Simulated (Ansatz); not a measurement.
Write the native input for Ansatz 0.2.0 that does the following.

- Task: band structure
- Functional: PBEsol
- Potentials or basis: Ansatz PAW
- Cutoff: 420 eV (not typed: the program's choice for these potentials)
- k mesh: 11 × 11 × 3
- Occupations: fermi-dirac, width 0.05 eV
- Spin: collinear spin, ferromagnetic start
- Starting moments: [4.0, 4.0, 0.0, 0.0, 0.0, 0.0] μB
- Path: [["G", "M", "K", "G", "A", "L", "H", "A"], ["L", "M"], ["K", "H"]]
- Points for each segment of the path: 14

Crystal: MnO2.

```
Mn O
1.0
     2.85496    0.00000    0.00000
    -1.42748    2.47246    0.00000
     0.00000    0.00000   10.22174
Mn O
2 4
Direct
  0.00000 0.00000 0.50000
  0.00000 0.00000 0.00000
  0.66667 0.33333 0.40686
  0.66667 0.33333 0.09314
  0.33333 0.66667 0.59314
  0.33333 0.66667 0.90686
```

Measurements of this composition are mostly on another form, of space group No. 136.

One way to write it, as run:

input.yaml

```yaml
crystal:
  lattice:
    - [2.8549554371, 0.0, 0.0]
    - [-1.4274777185, 2.4724639352, 0.0]
    - [0.0, 0.0, 10.2217427273]
  atoms:
    - { symbol: Mn, position: [0.0, 0.0, 0.5], spin: 4.0 }
    - { symbol: Mn, position: [0.0, 0.0, 0.0], spin: 4.0 }
    - { symbol: O, position: [0.6666666667, 0.3333333333, 0.40685645] }
    - { symbol: O, position: [0.6666666667, 0.3333333333, 0.09314355] }
    - { symbol: O, position: [0.3333333333, 0.6666666667, 0.59314355] }
    - { symbol: O, position: [0.3333333333, 0.6666666667, 0.90685645] }
hamiltonian:
  xc: pbesol
  pseudopotentials: { kind: paw }
magnetization:
  spin_polarized: true
kpoints:
  mp_grid: { grid: [11, 11, 3] }
  band_path:
    path:
      - [[0.0, 0.0, 0.0], [0.5, 0.0, 0.0], [0.3333333333, 0.3333333333, 0.0], [0.0, 0.0, 0.0], [0.0, 0.0, 0.5], [0.5, 0.0, 0.5], [0.3333333333, 0.3333333333, 0.5], [0.0, 0.0, 0.5]]
      - [[0.5, 0.0, 0.5], [0.5, 0.0, 0.0]]
      - [[0.3333333333, 0.3333333333, 0.0], [0.3333333333, 0.3333333333, 0.5]]
    npoints: 14
scf:
  occupations: { method: fermi_dirac, width: 0.05 }
  n_extra_bands: 15
output:
  forces: true
  stress: true
  eigenvalues: true
  fatbands: true
  write_density: true
  write_potential: true
  elf: true
  volumetric_format: npy
```

Potentials or basis: Ansatz PAW.

Run with:

```sh
$ ansatz run input.yaml --threads 2 --pin off --max-ram 5632MiB --backend cpu --events-out ev --progress --plain --runs-dir out
```

It gave:

| Property | Result |
| --- | --- |
| Pressure | -2.3 GPa |
| Largest force | 0.190 eV/Å |
| Band gap on the k mesh | 0.80 eV, indirect (least direct gap 0.84 eV) |
| Band gap along the path | 0.79 eV, indirect (least direct gap 0.84 eV) |
| Net moment | 6.00 μB per cell |
| Absolute moment | 6.08 μB per cell |
| Site moments | Mn +2.49; O +0.05 μB |

Caveat: the pressure holds a Pulay correction of +0.7 GPa for the finite cutoff; only a ferromagnetic start was run, and an antiferromagnetic order may lie lower in energy; the PAW data sets come from PBE, with cores solved anew for the run's functional, which leaves a small shift of forces and pressure.

It took 20 s on 2 threads of Arm Neoverse V2, with other jobs on the host, peak memory 0.57 GiB.
